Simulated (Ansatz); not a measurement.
# NiO (Fm-3m): which electronic and magnetic state is lowest

An exercise on one series of results from a longer session: the logs are not shown, and one member is left open.

Method: DFT LDA+U (U_eff = 4.2 eV on Ni 3d), scalar-relativistic, plane waves, PAW, in Ansatz 0.2.0.

7 further runs of the same task are left out: 6 that didn't finish, 1 set aside as unsound or not needed.

### The system as given

The structure is cubic, space group Fm-3m (No. 225). The conventional cell has a = 4.183 Å, b = 4.183 Å, c = 4.183 Å, α = 90.00°, β = 90.00°, γ = 90.00°. Ni (site symmetry m-3m) is surrounded by 6 O at 2.09 Å. O (site symmetry m-3m) has 6 Ni at 2.09 Å as nearest neighbours.

Structure file:

```
Ni O
1.0
     0.00000    2.09131    2.09131
     2.09131    0.00000    2.09131
     2.09131    2.09131    0.00000
Ni O
1 1
Direct
  0.00000 0.00000 0.00000
  0.50000 0.50000 0.50000
```

The cell is the deposited one, not relaxed. An earlier run on this cell at LDA+U (U_eff = 4.2 eV on Ni 3d) gave -7.91 GPa at 9.147 Å³/atom (12×12×12 mesh), gap on the mesh 0.70 eV, moments in the atoms' spheres Ni 1.64; O 0.29 μB. The cell is stretched at this level.

The first run:

input.yaml reads:

```yaml
crystal:
  lattice:
    - [0.0, 2.0913095126, 2.0913095126]
    - [2.0913095126, 0.0, 2.0913095126]
    - [2.0913095126, 2.0913095126, 0.0]
  atoms:
    - { symbol: Ni, position: [0.0, 0.0, 0.0] }
    - { symbol: O, position: [0.5, 0.5, 0.5] }
basis:
  ecutwfc: 420
  ecutrho_ratio: 4
kpoints:
  mp_grid: { grid: [12, 12, 12] }
hamiltonian:
  xc: lda
  hubbard: { sites: [{ species: Ni, l: d, u_eff: 4.2 }] }
scf:
  occupations: { method: gaussian, width: 0.05 }
output:
  forces: true
  stress: true
  eigenvalues: true
  populations: true
  hubbard: { sites: [{ species: Ni, l: d }] }
```

Started as:

```sh
> ansatz run input.yaml --threads 4 --pin off --max-ram 9216MiB --backend cpu --events-out ev --progress --plain --runs-dir out
```

Steps of the session up to this table: No spin polarisation; Seeding on a coarse mesh: antiferromagnetic, doubled cell, propagation vector (0, 0, 1/2); Antiferromagnetic, doubled cell, propagation vector (0, 0, 1/2); Seeding on a coarse mesh: antiferromagnetic, doubled cell, propagation vector (0, 1/2, 1/2); Antiferromagnetic, doubled cell, propagation vector (0, 1/2, 1/2); Seeding on a coarse mesh: small parallel starting moments; Small parallel starting moments.

One of the session's tables, all rows but one given; the rest of the session is left out.

| start | from the base state (meV/atom) | gap (eV) | pressure (GPa) |
| --- | --- | --- | --- |
| ferromagnetic | 0.0 | 0.70 | -7.91 |
| no spin polarisation | 504.3 | metal | -20.70 |
| antiferromagnetic, doubled cell, propagation vector (0, 0, 1/2) | ? | ? | ? |
| antiferromagnetic, doubled cell, propagation vector (0, 1/2, 1/2) | 12.6 | 0.72 | -7.69 |
| small parallel starting moments | 0.0 | 0.70 | -7.91 |

**Question.** Estimate the row for antiferromagnetic, doubled cell, propagation vector (0, 0, 1/2).

**Answer.** from the base state (meV/atom): -87.2; gap (eV): 2.25; pressure (GPa): -11.90. In the column «from the base state (meV/atom)» it is the lowest.

Propagation vectors are in units of the typed cell's reciprocal vectors.

Limits of these values: Warnings in the runs' records: stability check not made, filled band counts differ across k points.
